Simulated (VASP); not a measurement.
# GaP (F-43m) in VASP: further runs

Aim: see how the results for GaP move with the level of theory and the settings. Levels: LDA, r2SCAN. Tasks: relaxation of the atoms, relaxation of cell and atoms.

All numbers are computed with VASP 6.6.1; they aren't measurements. Logs are shortened: lines on timing, memory, paths and dates and some standing lists are left out, and cuts for length are marked.

**1. The crystal as given**

The structure is cubic, space group F-43m (No. 216). Conventional cell: a = 5.451 Å, b = 5.451 Å, c = 5.451 Å, α = 90.00°, β = 90.00°, γ = 90.00°. Ga (site symmetry -43m) is surrounded by 4 P at 2.36 Å. P (site symmetry -43m) has 4 Ga at 2.36 Å as nearest neighbours.

**2. Relaxation of the atoms, LDA (a relaxed cell with its volume scaled by 1.06)**

Input file INCAR:

```
SYSTEM = GaP
ALGO     = Normal         ! electronic algorithm
EDIFF    = 1E-7           ! SCF threshold, eV
EDIFFG   = -0.01          ! ionic threshold
ENCUT    = 600            ! plane-wave cutoff, eV
GGA      = CA             ! functional
IBRION   = 2              ! ionic algorithm
ISIF     = 2              ! what is computed and relaxed
ISMEAR   = 0              ! smearing method
LASPH    = .True.         ! aspherical terms in the spheres
LCHARG   = .False.        ! write CHGCAR
LREAL    = .False.        ! projectors in reciprocal space
LWAVE    = .False.        ! write WAVECAR
NELM     = 80             ! most SCF steps
NSW      = 40             ! ionic steps
PREC     = Accurate       ! precision mode
SIGMA    = 0.03           ! smearing width, eV
```

Input file KPOINTS:

```
k-points
0
Gamma
  8 8 8
  0 0 0
```

Input file POSCAR:

```
GaP                                     
1.0
    0.0000000000      2.7495752360      2.7495752360
    2.7495752360      0.0000000000      2.7495752360
    2.7495752360      2.7495752360      0.0000000000
  Ga              P             
     1     1
Direct
     0.0000000000000000    0.0000000000000000    0.0000000000000000
     0.2500000000000000    0.2500000000000000    0.2500000000000000
```

Potentials or basis: VASP PAW LDA potentials, release 64 (Ga_d, P).

On the command line:

```bash
$ cat potpaw_LDA.64/Ga_d/POTCAR potpaw_LDA.64/P/POTCAR > POTCAR
$ mpirun -np 1 vasp_std > vasp.out
```

OUTCAR:

```text
SYSTEM = GaP
   EDIFF = 1E-7
   EDIFFG = -0.01
   ENCUT = 600
   GGA = CA
   IBRION = 2
   ISIF = 2
   ISMEAR = 0
   LASPH = .True.
   LREAL = .False.
   NELM = 80
   NSW = 40
   PREC = Accurate

 ion  position               nearest neighbor table
   1  0.000  0.000  0.000-   2 2.38   2 2.38   2 2.38   2 2.38
   2  0.250  0.250  0.250-   1 2.38   1 2.38   1 2.38   1 2.38

  LATTYP: Found a face centered cubic cell.
 ALAT       =     5.4991504720

  Lattice vectors:

 A1 = (   0.0000000000,   2.7495752360,   2.7495752360)
 A2 = (   2.7495752360,   0.0000000000,   2.7495752360)
 A3 = (   2.7495752360,   2.7495752360,   0.0000000000)

Analysis of symmetry for initial positions (statically):
=====================================================================
 Subroutine PRICEL returns:
 Original cell was already a primitive cell.

 Routine SETGRP: Setting up the symmetry group for a
 face centered cubic supercell.

 Subroutine GETGRP returns: Found 24 space group operations
 (whereof 24 operations were pure point group operations)
 out of a pool of 48 trial point group operations.

The static configuration has the point symmetry T_d .

Analysis of symmetry for dynamics (positions and initial velocities):
=====================================================================
 Subroutine PRICEL returns:
 Original cell was already a primitive cell.

 Routine SETGRP: Setting up the symmetry group for a
 face centered cubic supercell.

 Subroutine GETGRP returns: Found 24 space group operations
 (whereof 24 operations were pure point group operations)
 out of a pool of 48 trial point group operations.

The dynamic configuration has the point symmetry T_d .

 Subroutine INISYM returns: Found 24 space group operations
 (whereof 24 operations are pure point group operations),
 and found     1 'primitive' translations

----------------------------------------------------------------------------------------

                                     Primitive cell

  volume of cell :      41.5745

  direct lattice vectors                    reciprocal lattice vectors
     0.000000000  2.749575236  2.749575236    -0.181846270  0.181846270  0.181846270
     2.749575236  0.000000000  2.749575236     0.181846270 -0.181846270  0.181846270
     2.749575236  2.749575236  0.000000000     0.181846270  0.181846270 -0.181846270

  length of vectors
     3.888486590  3.888486590  3.888486590     0.314966978  0.314966978  0.314966978

  position of ions in fractional coordinates (direct lattice)
     0.000000000  0.000000000  0.000000000
     0.250000000  0.250000000  0.250000000

  ion indices of the primitive-cell ions
   primitive index   ion index
                 1           1
                 2           2

----------------------------------------------------------------------------------------

 KPOINTS: k-points

Automatic generation of k-mesh.
 Grid dimensions read from file:
 generate k-points for:    8    8    8

 Generating k-lattice:

  Cartesian coordinates                     Fractional coordinates (reciprocal lattice)
    -0.022730784  0.022730784  0.022730784     0.125000000  0.000000000  0.000000000
     0.022730784 -0.022730784  0.022730784     0.000000000  0.125000000  0.000000000
     0.022730784  0.022730784 -0.022730784     0.000000000  0.000000000  0.125000000

  Length of vectors
     0.039370872  0.039370872  0.039370872

  Shift w.r.t. Gamma in fractional coordinates (k-lattice)
     0.000000000  0.000000000  0.000000000

 Subroutine IBZKPT returns following result:
 ===========================================

 Found     29 irreducible k-points:

 Following reciprocal coordinates:
            Coordinates               Weight
  0.000000  0.000000  0.000000      1.000000
  0.125000  0.000000  0.000000      8.000000
  0.250000  0.000000  0.000000      8.000000
  0.375000  0.000000  0.000000      8.000000
  0.500000  0.000000  0.000000      4.000000
  0.125000  0.125000  0.000000      6.000000
[... 16 lines left out ...]
  0.500000  0.250000  0.125000     48.000000
 -0.375000  0.250000  0.125000     24.000000
 [... further k-points ...]
   k-points           NKPTS =     29   k-points in BZ     NKDIM =     29   number of bands    NBANDS=     13
   number of dos      NEDOS =    301   number of ions     NIONS =      2
   total plane-waves  NPLWV =  32768
   dimension x,y,z NGX =    32 NGY =   32 NGZ =   32
   dimension x,y,z NGXF=    64 NGYF=   64 NGZF=   64
   ions per type =               1   1
   NGX,Y,Z   is equivalent  to a cutoff of  13.68, 13.68, 13.68 a.u.
   NGXF,Y,Z  is equivalent  to a cutoff of  27.36, 27.36, 27.36 a.u.
 SYSTEM =  GaP
   PREC   = accura    normal or accurate (medium, high low for compatibility)
   ISTART =      0    job   : 0-new  1-cont  2-samecut
   ICHARG =      2    charge: 1-file 2-atom 10-const
   ISPIN  =      1    spin polarized calculation?
   LNONCOLLINEAR =      F non collinear calculations
   LSORBIT =      F    spin-orbit coupling
   LASPH  =      T    aspherical Exc in radial PAW
   ENCUT  =  600.0 eV  44.10 Ry    6.64 a.u.   7.77  7.77  7.77*2*pi/ulx,y,z
   NELM   =     80;   NELMIN=  2; NELMDL= -5     # of ELM steps
   EDIFF  = 0.1E-06   stopping-criterion for ELM
   LREAL  =      F    real-space projection
   EDIFFG = -.1E-01   stopping-criterion for IOM
   NSW    =     40    number of steps for IOM
   IBRION =      2    ionic relax: 0-MD 1-quasi-New 2-CG
   NFREE  =      1    steps in history (QN), initial steepest desc. (CG)
   ISIF   =      2    stress and relaxation
   ISYM   =      2    0-nonsym 1-usesym 2-fastsym
   POTIM  = 0.5000    time-step for ionic-motion
   TEBEG  =    0.0;   TEEND  =   0.0 temperature during run
   PSTRESS=    0.0 pullay stress
   NELECT =      18.0000    total number of electrons
   NUPDOWN=      -1.0000    fix difference up-down
   EMIN   =  10.00;   EMAX   =-10.00  energy-range for DOS
   EFERMI =   0.00;   METHOD = LEGACY
   ISMEAR =     0;   SIGMA  =   0.03  broadening in eV -4-tet -1-fermi 0-gaus
   EFERMI_NEDOS =   21; number of points for ismear=-14 and -15
   IALGO  =     38    algorithm
   IMIX   =      4    mixing-type and parameters
     AMIX     =   0.40;   BMIX     =  1.00
     AMIX_MAG =   1.60;   BMIX_MAG =  1.00
  volume/ion in A,a.u.               =      20.79       140.28
  Fermi-wavevector in a.u.,A,eV,Ry     =   1.238483  2.340394 20.869163  1.533840
  Thomas-Fermi vector in A             =   2.373006
   LORBIT       =      0    0 simple, 1 ext, 2 COOP (PROOUT), +10 PAW based schemes
   GGA     = CA    functional components
   LHFCALC =     F    Hartree Fock is set to
   AEXX    =    0.0000 exact exchange contribution
   IVDW    =     0    specifies the selected vdW correction
   LEPSILON=     F    determine dielectric tensor
   LRPA    =     F    only Hartree local field effects (RPA)
 conjugate gradient relaxation of ions
 non-spin polarized calculation
 Gauss-broadening in eV      SIGMA  =   0.03
  energy-cutoff  :      600.00
  volume of cell :       41.57
 maximum number of plane-waves:      1411
   NGX = 15   NGY = 15   NGZ = 15

 number of electron      17.9999992 magnetization

 Free energy of the ion-electron system (eV)
  ---------------------------------------------------
  ext. energy  EPLUGINS =         0.00000000
  ---------------------------------------------------
  free energy    TOTEN  =       -10.41546828 eV

  energy without entropy =      -10.41546828  energy(sigma->0) =      -10.41546828

 E-fermi :   4.3749     XC(G=0): -10.0459

 val. band max:        4.2345345746   @ k =   0.0000   0.0000   0.0000
 cond. band min:       5.6528210468   @ k =   0.0000   0.0000   0.0000
 fundamental gap:      1.4182864722
 Fermi energy:         4.3749489119

 k-point     1 :       0.0000    0.0000    0.0000
  band No.  band energies     occupation
      1     -10.4277      2.00000
      2     -10.4277      2.00000
      3     -10.4277      2.00000
      4     -10.3374      2.00000
      5     -10.3374      2.00000
      6      -8.0778      2.00000
      7       4.2345      2.00000
      8       4.2345      2.00000
      9       4.2345      2.00000
     10       5.6528      0.00000
     11       8.0312      0.00000
     12       8.0312      0.00000
     13       8.0312      0.00000

 k-point     2 :       0.1250    0.0000    0.0000
  band No.  band energies     occupation
      1     -10.4386      2.00000
      2     -10.4235      2.00000
      3     -10.4235      2.00000
      4     -10.3374      2.00000
      5     -10.3374      2.00000
      6      -7.8825      2.00000
      7       2.5629      2.00000
      8       4.0104      2.00000
      9       4.0104      2.00000
     10       6.3861      0.00000
     11       8.3725      0.00000
     12       8.3725      0.00000
     13       8.5240      0.00000

 k-point     3 :       0.2500    0.0000    0.0000
  band No.  band energies     occupation
      1     -10.4632      2.00000
      2     -10.4144      2.00000
      3     -10.4144      2.00000
      4     -10.3362      2.00000
      5     -10.3362      2.00000
      6      -7.3275      2.00000
      7       0.3598      2.00000
      8       3.5881      2.00000
      9       3.5881      2.00000
     10       6.1436      0.00000
     11       8.8734      0.00000
     12       8.8734      0.00000
     13      10.2890      0.00000
[... 305 lines left out ...]
 k-point    23 :       0.5000    0.2500    0.1250
  band No.  band energies     occupation
      1     -10.4965      2.00000
      2     -10.4005      2.00000
      3     -10.3918      2.00000
      4     -10.3451      2.00000
      5     -10.3293      2.00000
      6      -6.1221      2.00000
      7      -1.4409      2.00000
      8       1.2452      2.00000
      9       2.5508      2.00000
     10       7.5246      0.00000
     11       8.5362      0.00000
     12       9.7633      0.00000
     13      11.1801      0.00000

 k-point    24 :      -0.3750    0.2500    0.1250
  band No.  band energies     occupation
      1     -10.5013      2.00000
      2     -10.4001      2.00000
      3     -10.3889      2.00000
      4     -10.3419      2.00000
      5     -10.3308      2.00000
      6      -5.6822      2.00000
      7      -2.1334      2.00000
      8       1.0854      2.00000
      9       2.3452      2.00000
     10       7.4969      0.00000
     11       8.4170      0.00000
     12      10.5226      0.00000
     13      11.9448      0.00000

 [... further k-points ...]
[... 5 lines left out ...]
  --------------------------------------------------------------------------------------
  -------------------------------------------------------------------------------------
  Total       -1.1952186     -1.1952186     -1.1952186      0.0000000      0.0000000      0.0000000
  in kB      -46.0607606    -46.0607606    -46.0607606      0.0000000      0.0000000      0.0000000
  external PRESSURE =     -46.0607606 kB  Pullay stress =       0.0000000 kB

 VOLUME and BASIS-vectors are now :
 -----------------------------------------------------------------------------
  energy-cutoff  :      600.00
  volume of cell :       41.57
      direct lattice vectors                 reciprocal lattice vectors
     0.000000000  2.749575236  2.749575236    -0.181846270  0.181846270  0.181846270
     2.749575236  0.000000000  2.749575236     0.181846270 -0.181846270  0.181846270
     2.749575236  2.749575236  0.000000000     0.181846270  0.181846270 -0.181846270

 POSITION                                       TOTAL-FORCE (eV/Angst)
 -----------------------------------------------------------------------------------
      0.00000      0.00000      0.00000         0.000000      0.000000      0.000000
      1.37479      1.37479      1.37479        -0.000000     -0.000000     -0.000000
 -----------------------------------------------------------------------------------
    total drift:                                0.000000      0.000000      0.000000

  FREE ENERGIE OF THE ION-ELECTRON SYSTEM (eV)
  ---------------------------------------------------
  free  energy   TOTEN  =       -10.4154682783 eV

  energy  without entropy=      -10.4154682783  energy(sigma->0) =      -10.41546828

 reached required accuracy - stopping structural energy minimisation
```

It took 9.5 s on 1 thread of AMD EPYC 9R45 (Zen 5), shared host; peak memory 0.13 GiB.

What came out:

| Item | Value |
| --- | --- |
| Free energy | -10.4155 eV |
| Pressure after relaxing | -4.6 GPa |
| Band gap on the k mesh | 1.42 eV, direct |

Final structure:
```
CELL_PARAMETERS angstrom
0.00000 2.74958 2.74958
2.74958 0.00000 2.74958
2.74958 2.74958 0.00000
ATOMIC_POSITIONS crystal
Ga 0.00000 0.00000 0.00000
P 0.25000 0.25000 0.25000
```

Caveat: the relaxation stopped at its first step, so nothing moved. A k mesh can miss the band edges.

**3. Relaxation of cell and atoms, r2SCAN**

Input file INCAR:

```
PREC     = Accurate       # precision mode
ENCUT    = 600            # plane-wave cutoff, eV
EDIFF    = 1E-6           # SCF threshold, eV
ISMEAR   = 0              # smearing method
SIGMA    = 0.03           # smearing width, eV
LREAL    = F              # projectors in reciprocal space
LASPH    = T              # aspherical terms in the spheres
NELM     = 80             # most SCF steps
ALGO     = Normal         # electronic algorithm
ISIF     = 3              # what is computed and relaxed
LWAVE    = F              # write WAVECAR
LCHARG   = F              # write CHGCAR
METAGGA  = R2SCAN         # meta-GGA
LMIXTAU  = T            
IBRION   = 2              # ionic algorithm
NSW      = 90             # ionic steps
EDIFFG   = -0.01          # ionic threshold
```

Input file KPOINTS:

```
regular mesh
0
Gamma
  8 8 8
```

Input file POSCAR:

```
GaP
1.0
    0.0000000000      2.7252500000      2.7252500000
    2.7252500000      0.0000000000      2.7252500000
    2.7252500000      2.7252500000      0.0000000000
Ga P
1 1
Direct
    0.0000000000      0.0000000000      0.0000000000
    0.2500000000      0.2500000000      0.2500000000
```

Potentials or basis: VASP PAW PBE potentials, release 64 (Ga_d, P).

On the command line:

```bash
$ cat potpaw_PBE.64/Ga_d/POTCAR potpaw_PBE.64/P/POTCAR > POTCAR
$ mpirun -np 1 vasp_std > vasp.out
```

Wall time 34 s (1 thread of Intel Xeon 6975P-C (Granite Rapids), shared host); peak memory 0.19 GiB.

Results (log left out):

| Property | Result |
| --- | --- |
| Free energy | -21.4642 eV |
| Pressure after relaxing | 0.0 GPa |
| Band gap on the k mesh | 1.90 eV, indirect (least direct gap 2.34 eV) |

Final structure:
```
Ga P
1.0
     0.00000    2.72525    2.72525
     2.72525    0.00000    2.72525
     2.72525    2.72525    0.00000
Ga P
1 1
Direct
  0.00000 0.00000 0.00000
  0.25000 0.25000 0.25000
```

Levels at points of the mesh, in eV from the valence-band top:
```tsv
k point	band 6	band 7	band 8	band 9	band 10	band 11	band 12	band 13
(0.00, 0.00, 0.00)	-13.02	0.00	0.00	0.00	2.34	4.19	4.19	4.19
(0.50, 0.00, 0.00)	-10.86	-6.84	-1.17	-1.17	2.04	5.06	5.06	8.83
(0.50, 0.50, 0.00)	-9.92	-6.96	-2.80	-2.80	1.91	2.10	11.35	11.35
```

Caveat: the relaxation stopped at its first step, so nothing moved; the PAW data sets were made with another functional, which shifts forces and pressure a little.
